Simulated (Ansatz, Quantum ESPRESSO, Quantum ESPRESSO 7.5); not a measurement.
# Band edges of honeycomb InSb, 1 layer under strain

Aim: band edges, gap and stiffness of honeycomb InSb, 1 layer under biaxial strain.

Program: Quantum ESPRESSO 7.5. Level of theory: plane-wave DFT, PBE, GBRV ultrasoft pseudopotentials (geometry by Ansatz 0.2.0 with PAW datasets; geometry under PBE). Results are calculated unless marked as measured.

Report form: the programs' logs are mostly left out.

**1. Starting point**

The cell holds 2 atoms: 1 Sb and 1 In. Cell: a = 4.650 Å, b = 4.650 Å, c = 15.750 Å, α = 90.0°, β = 90.0°, γ = 120.0°. It derives from InSb. Vacuum lies along c.

This sheet is a model structure: its symmetry is held, and its stability is not tested here.

**2. Relaxation with Ansatz**

A relaxation in Ansatz fixes the structure of this slab for the runs on it.

The input, input.yaml:

```yaml
crystal:
  lattice:
    - [4.65, 0.0, 0.0]
    - [-2.325, 4.0270181276, 0.0]
    - [0.0, 0.0, 15.75]
  atoms:
    - { symbol: Sb, position: [0.6666666667, 0.3333333333, 0.4761904762] }
    - { symbol: In, position: [0.3333333333, 0.6666666667, 0.5238095238] }
kpoints:
  mp_grid: { grid: [6, 6, 1] }
hamiltonian:
  xc: pbe
scf:
  occupations: { method: fermi_dirac, width: 0.05 }
  convergence: { dr2_threshold: 1.0e-08 }
efield:
  axis: 3
  dipole_correction: true
  ramp_position: 0.97
  ramp_width: 0.04
relax:
  f_tol: 0.01
  cell: { fix: [c, alpha, beta] }
output:
  write_potential: true
  write_density: true
  volumetric_format: npy
```

Launch:

```
> ansatz run input.yaml --threads 2 --pin off --max-ram 4096MiB --backend cpu --events-out ev --progress --plain --runs-dir out
```

It took 13 s on 2 threads of Arm Neoverse N1, shared host; peak memory 0.46 GiB; 25 s of CPU time.

Step by step:

| step | energy less that of the first step (eV) | largest force component (eV/Å) | pressure (GPa) | volume (Å³) |
| --- | --- | --- | --- | --- |
| 1 | 0.0000 | 0.0693 | 0.15 | 294.93 |
| 2 | -0.0018 | 0.0530 | 0.00 | 297.38 |
| 3 | -0.0025 | 0.0041 | 0.01 | 298.01 |
| 4* | -0.0026 | 0.0042 | 0.01 | 298.01 |

Relaxation steps marked * repeat the geometry before them on a plane-wave basis chosen anew for their cell, so energy and pressure can jump there.

Forces are held to the 6 operations that the run works with; a distortion that breaks them can't arise in this run.

| cell as run | before | after | change |
| --- | --- | --- | --- |
| a (Å) | 4.650 | 4.674 | +0.5 % |
| b (Å) | 4.650 | 4.674 | +0.5 % |

The relaxed structure:

```cif
data_structure
_symmetry_space_group_name_H-M 'P 1'
_symmetry_Int_Tables_number 1
_cell_length_a 4.6743
_cell_length_b 4.6743
_cell_length_c 15.7500
_cell_angle_alpha 90.000
_cell_angle_beta 90.000
_cell_angle_gamma 120.000
_cell_volume 298.01
loop_
_atom_site_label
_atom_site_type_symbol
_atom_site_fract_x
_atom_site_fract_y
_atom_site_fract_z
_atom_site_occupancy
Sb1 Sb 0.66667 0.33333 0.47563 1
In2 In 0.33333 0.66667 0.52437 1
```

Numbers from this step:

* free energy: -12081.8212 eV
* Fermi energy: -1.760 eV
* gap by band count: 0.7004 eV
* symmetry operations: 6
* dipole along the normal: 0.07125 e·Å
* vacuum level at the upper face over a Fermi level inside the gap: 4.080 eV
* vacuum level at the lower face over a Fermi level inside the gap: 4.762 eV

**3. Running the series**

Under ESM bc1 levels count from the vacuum, or from the mean of the two vacuum levels where the sheet has a dipole, so band edges at unlike strains can be compared.

Level of this step: plane-wave DFT, PBE, GBRV ultrasoft pseudopotentials (Quantum ESPRESSO 7.5).

The input, run.py:

```python
import json
import numpy as np
from ase import Atoms
from ase.calculators.espresso import Espresso, EspressoProfile

profile = EspressoProfile(command='mpirun -n 2 pw.x -nk 2', pseudo_dir='../pseudo')
pseudopotentials = {'In': 'in_pbe_v1.4.uspp.F.UPF', 'Sb': 'sb_pbe_v1.4.uspp.F.UPF'}
system = {'ecutwfc': 40, 'ecutrho': 200, 'occupations': 'smearing', 'smearing': 'fd', 'degauss': 0.002}


def calculator(name, kpts, **extra):
    data = dict(control=dict(tprnfor=True, verbosity='high', disk_io='none'),
                system=system | extra,
                electrons=dict(conv_thr=1e-09, mixing_beta=0.4, mixing_mode='plain',
                               electron_maxstep=100))
    return Espresso(profile=profile, directory=name, pseudopotentials=pseudopotentials, kpts=kpts, input_data=data)


def centre(atoms):
    z = atoms.positions[:, 2]
    atoms.positions[:, 2] -= (z.max() + z.min()) / 2  # ESM wants the slab about z = 0
    return atoms

sheet = Atoms(
    ['Sb', 'In'],
    scaled_positions=[
        [0.6666666667, 0.3333333333, 0.4756277986],
        [0.3333333333, 0.6666666667, 0.5243722014]],
    cell=[
        [4.674261997038, 0.000000000000, 0.000000000000],
        [-2.337130998519, 4.048029633379, 0.000000000000],
        [0.000000000000, 0.000000000000, 15.750000000000]],
    pbc=True)

rows = []
for strain in [-0.03, -0.015, 0.0, 0.015, 0.03]:
    atoms = sheet.copy()
    atoms.set_cell(sheet.cell.array * [[1 + strain], [1 + strain], [1]], scale_atoms=True)
    atoms = centre(atoms)
    atoms.calc = calculator(f's{strain:+.3f}', (12, 12, 1), assume_isolated='esm', esm_bc='bc1', nbnd=18)
    energy = atoms.get_potential_energy()
    levels = np.array([atoms.calc.get_eigenvalues(kpt=i) for i in range(len(atoms.calc.get_ibz_k_points()))])
    top, bottom = levels[:, 13].max(), levels[:, 14].min()
    direct = (levels[:, 14] - levels[:, 13]).min()
    rows.append([strain, energy, top, bottom, direct])
    print(f'strain {strain:+.3f}: E = {energy:.5f} eV, valence top {top:.3f}, conduction bottom {bottom:.3f}, '
          f'gap {bottom - top:.3f}, least direct gap {direct:.3f} eV')

x, energy, top, bottom, direct = np.array(rows).T
area = np.linalg.norm(np.cross(*sheet.cell[:2]))
stiffness = np.polyfit(x, energy, 2)[0] / area * 16.0218  # C11 + C12, heights clamped
print(f'valence and conduction edges move by {np.polyfit(x, top, 1)[0]:.2f} and {np.polyfit(x, bottom, 1)[0]:.2f} eV per unit biaxial strain')
print(f'C11 + C12 with clamped heights: {stiffness:.1f} N/m')
json.dump(dict(rows=rows, stiffness=stiffness), open('result.json', 'w'))
```

Launch:

```
> OMP_NUM_THREADS=1 python run.py
```

Wall time 9 min (2 MPI ranks); peak memory 0.59 GiB.

This step gave:

```
biaxial stiffness : 47.66 N/m
```

Band edge from the vacuum level against biaxial strain:

| biaxial strain (%) | valence top (eV) | conduction bottom (eV) |
| --- | --- | --- |
| -3.00 | -4.66 | -3.69 |
| -1.50 | -4.74 | -3.91 |
| 0.00 | -4.81 | -4.11 |
| 1.50 | -4.85 | -4.28 |
| 3.00 | -4.84 | -4.42 |

Gap against biaxial strain:

| biaxial strain (%) | on the mesh (eV) | least direct (eV) |
| --- | --- | --- |
| -3.00 | 0.972 | 0.972 |
| -1.50 | 0.827 | 0.827 |
| 0.00 | 0.697 | 0.697 |
| 1.50 | 0.566 | 0.585 |
| 3.00 | 0.415 | 0.491 |

The energy over the lowest by biaxial strain:

| biaxial strain (%) | energy over the lowest (meV) |
| --- | --- |
| -3.00 | 56.7 |
| -1.50 | 13.6 |
| 0.00 | 0 |
| 1.50 | 11.7 |
| 3.00 | 44.6 |

**4. The script: RPBE, GBRV ultrasoft**

Level of this step: plane-wave DFT, RPBE, GBRV ultrasoft pseudopotentials made under PBE (Quantum ESPRESSO 7.5). input_dft overrides the functional of the files.

run.py is the input of step 3 with these lines changed:

```diff
@@ -7,3 +7,3 @@
 pseudopotentials = {'In': 'in_pbe_v1.4.uspp.F.UPF', 'Sb': 'sb_pbe_v1.4.uspp.F.UPF'}
-system = {'ecutwfc': 40, 'ecutrho': 200, 'occupations': 'smearing', 'smearing': 'fd', 'degauss': 0.002}
+system = {'ecutwfc': 40, 'ecutrho': 200, 'input_dft': 'rpbe', 'occupations': 'smearing', 'smearing': 'fd', 'degauss': 0.002}
```

Launch:

```
> OMP_NUM_THREADS=1 python run.py
```

Elapsed: 9.4 min, on 2 MPI ranks; peak memory 0.59 GiB.

Numbers from this step:

```
biaxial stiffness : 49.29 N/m
```

Band edge from the vacuum level against biaxial strain:

| biaxial strain (%) | valence top (eV) | conduction bottom (eV) |
| --- | --- | --- |
| -3.00 | -4.55 | -3.51 |
| -1.50 | -4.63 | -3.74 |
| 0.00 | -4.70 | -3.94 |
| 1.50 | -4.74 | -4.11 |
| 3.00 | -4.73 | -4.26 |

The gap by biaxial strain:

| biaxial strain (%) | on the mesh (eV) | least direct (eV) |
| --- | --- | --- |
| -3.00 | 1.04 | 1.04 |
| -1.50 | 0.896 | 0.896 |
| 0.00 | 0.764 | 0.764 |
| 1.50 | 0.629 | 0.649 |
| 3.00 | 0.475 | 0.552 |

The energy over the lowest by biaxial strain:

| biaxial strain (%) | energy over the lowest (meV) |
| --- | --- |
| -3.00 | 106 |
| -1.50 | 41.4 |
| 0.00 | 7.64 |
| 1.50 | 0 |
| 3.00 | 14.5 |

**5. The script, with ecutrho = 20**

Another try, with an input changed as a hurried user might.

Level of this step: plane-wave DFT, PBE, GBRV ultrasoft pseudopotentials (Quantum ESPRESSO 7.5).

run.py is the input of step 3 with these lines changed:

```diff
@@ -7,3 +7,3 @@
 pseudopotentials = {'In': 'in_pbe_v1.4.uspp.F.UPF', 'Sb': 'sb_pbe_v1.4.uspp.F.UPF'}
-system = {'ecutwfc': 40, 'ecutrho': 200, 'occupations': 'smearing', 'smearing': 'fd', 'degauss': 0.002}
+system = {'ecutwfc': 40, 'ecutrho': 20, 'occupations': 'smearing', 'smearing': 'fd', 'degauss': 0.002}
 
@@ -14,3 +14,3 @@
                 electrons=dict(conv_thr=1e-09, mixing_beta=0.4, mixing_mode='plain',
-                               electron_maxstep=100))
+                               electron_maxstep=60))
     return Espresso(profile=profile, directory=name, pseudopotentials=pseudopotentials, kpts=kpts, input_data=data)
@@ -35,3 +35,3 @@
 rows = []
-for strain in [-0.03, -0.015, 0.0, 0.015, 0.03]:
+for strain in [-0.03, -0.015, 0.0]:
     atoms = sheet.copy()
```

Launch:

```
> OMP_NUM_THREADS=1 python run.py
```

Run time: 2 s. Hardware: 2 MPI ranks; peak memory 0.16 GiB.

The program refused the input before any cycle.

The fault put into the input: a density cutoff under four times the waves' (ecutrho = 20).

ecutrho can't lie under ecutwfc; four times for norm-conserving files and more for ultrasoft ones is the rule.

**6. The arithmetic**

Under equal strain ε in the plane, E = A (C11 + C12) ε². From the points at ±1.5 %: d²E/dε² = (13.61 + 11.68 − 2 × 0.00) meV / 0.015² = 112 eV, and 112/(2 × 18.922 Å²) × 16.02 = 48 N/m.

**7. Summary of results**

- C11 + C12, heights clamped, PBE, GBRV ultrasoft: 48 N/m
- gap on the mesh at zero strain, PBE, GBRV ultrasoft: 0.70 eV
- valence top below the mean of the two vacuum levels at zero strain, PBE, GBRV ultrasoft: 4.81 eV
- shift of the conduction bottom per unit biaxial strain, PBE, GBRV ultrasoft: -12.3 eV
- C11 + C12, heights clamped, RPBE, GBRV ultrasoft (made under PBE): 49 N/m
- gap on the mesh at zero strain, RPBE, GBRV ultrasoft (made under PBE): 0.76 eV
- valence top below the mean of the two vacuum levels at zero strain, RPBE, GBRV ultrasoft (made under PBE): 4.70 eV
- shift of the conduction bottom per unit biaxial strain, RPBE, GBRV ultrasoft (made under PBE): -12.5 eV

**Reading.** The sheet's biaxial stiffness comes to 48 N/m and its gap at zero strain to 0.70 eV (PBE, GBRV ultrasoft). From −3 % to +3 % the gap on the mesh goes from 0.97 to 0.42 eV; it is direct at some strains and indirect at others. The valence top bends along the series, so the script's straight-line slope describes it poorly. Heights are clamped under strain, which makes a sheet with several atomic planes too stiff. Zero strain is the PBE cell; under RPBE the energy is lowest near +1.3 %, so its stiffness is taken away from its own minimum. Semilocal gaps are too small. The sheet carries a dipole, so the two faces have unlike vacuum levels and the zero lies between them. Spin-orbit coupling is left out; depending on the atoms that carry the levels of interest, it can split and shift them by tens to hundreds of meV.

[Logs are printed without paths, hosts, clocks, repeated set-up lines and the standing remarks that a program may print on its own settings, such as how far it seeks lower states.]

[Hosts, paths, dates, database ids (printed as entryN), source tags and the programs' standing remarks are cut or masked in the printed files.]

[Maps of the electrostatic potential energy from Ansatz leave out the sawtooth potential of an applied field or a dipole correction, so their vacuum need not be flat; planar profiles and work functions include it.]
